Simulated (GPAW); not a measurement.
Runs of GPAW 26.7.0 on Nb. It takes space group Im-3m (No. 229, cubic). The conventional cell has a = 3.328 Å, b = 3.328 Å, c = 3.328 Å, α = 90.00°, β = 90.00°, γ = 90.00°. Around Nb (site symmetry m-3m) lie 8 Nb at 2.88 Å. 

| task | level | potentials or basis | cell | k mesh | cutoff (eV) | eigensolver | optimizer | fmax | max steps | convergence | mesh quality | gap on the mesh (eV) | pressure (GPa) | relaxed volume (Å³/atom) |
| --- | --- | --- | --- | --- | --- | --- | --- | --- | --- | --- | --- | --- | --- | --- |
| relaxation of cell and atoms | BLYP | PAW data sets generated in the run's folder for this functional, pw | relaxed | 11 × 11 × 11 | 600 | davidson | FIRE | 0.05 eV/Å | 100 | density=1e-05 forces=0.0001 | not flagged | none | -0.3 | 18.82 |
| band structure | BLYP | PAW data sets generated in the run's folder for this functional, pw | as given | 11 × 11 × 11 | 600 | davidson | - | - | - | - | not flagged | - | (a) | - |
| band structure | PBEsol | PAW data sets generated in the run's folder for this functional, pw | as given | 11 × 11 × 11 | 600 | - | - | - | - | - | not flagged | - | -8.5 | - |
| one-shot levels on a semilocal density | LDA | the program's PAW data sets (release 1.2.1) made for this functional, pw | as given | 7 × 7 × 7 | 500 | - | - | - | - | - | coarse | none | -12.6 | - |
| relaxation of cell and atoms | RPBE | the program's PAW data sets (release 1.2.1) made for this functional, pw | relaxed | 11 × 11 × 11 | 600 | - | FIRE | 0.01 eV/Å | 40 | density=1e-05 forces=0.0001 | not flagged | none | -0.1 | (b) |

Alike in all rows: no spin polarisation; smearing fermi-dirac 0.05 eV.

**Question.** Fill in the values left out.

**Answer.** (a) 3.1; (b) 18.46.

Caveats: some runs use coarse meshes; later steps reuse the first step's grids (some runs); the cutoff is short for stress and forces, so pressures can be off by a GPa or more (some runs); one-shot exact exchange on a metal's smeared states is rough (some runs).

A k mesh can miss the band edges, and the runs leave out spin-orbit coupling on Nb.

A gap of «none» marks a metal or a gap under the smearing width.

Runs at the PBE level aren't shown here.
